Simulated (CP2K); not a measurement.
Crystal: C.

```
C
1.0
     2.52210    0.00000    0.00000
    -1.26105    2.18420    0.00000
     0.00000    0.00000   12.35570
C
12
Direct
  0.66667 0.33333 0.35417
  0.33333 0.66667 0.85417
  0.66667 0.33333 0.14583
  0.33333 0.66667 0.64583
  0.66667 0.33333 0.47917
  0.33333 0.66667 0.97917
  0.66667 0.33333 0.02083
  0.33333 0.66667 0.52083
  0.00000 0.00000 0.81250
  0.00000 0.00000 0.31250
  0.00000 0.00000 0.68750
  0.00000 0.00000 0.18750
```

This is a hexagonal form of diamond, not graphite.

Base run:

| Item | Value |
| --- | --- |
| Program | CP2K 2026.2 |
| Functional | PBE |
| Potentials or basis | POTENTIAL_UZH C GTH-PBE-q4; ccGRB-D basis |
| Density cutoff | 6123 eV |
| k mesh | 9 × 9 × 2 |
| Occupations | fermi-dirac, width 0.05 eV |
| Spin | no spin polarisation |

Its results: band gap on the k mesh 4.71 eV, indirect (least direct gap 5.37 eV); pressure 8.1 GPa; largest force 0.318 eV/Å.

Problem. The run is repeated on the same cell with these changes: potentials or basis from POTENTIAL_UZH C GTH-PBE-q4; ccGRB-D basis to POTENTIAL_UZH C GTH-PBE-q4; DZVP-MOLOPT-PBE-GTH basis; basis sets from C ccGRB-D-q4 to C DZVP-MOLOPT-PBE-GTH-q4. What comes out?

Solution. Band gap on the k mesh 4.79 eV, indirect (least direct gap 5.41 eV); pressure 4.1 GPa; largest force 0.321 eV/Å.

Caveats: an odd mesh through Γ misses points on the zone boundary, where band edges often lie; the basis of atomic orbitals isn't converged, which shifts pressures, moduli and gaps.
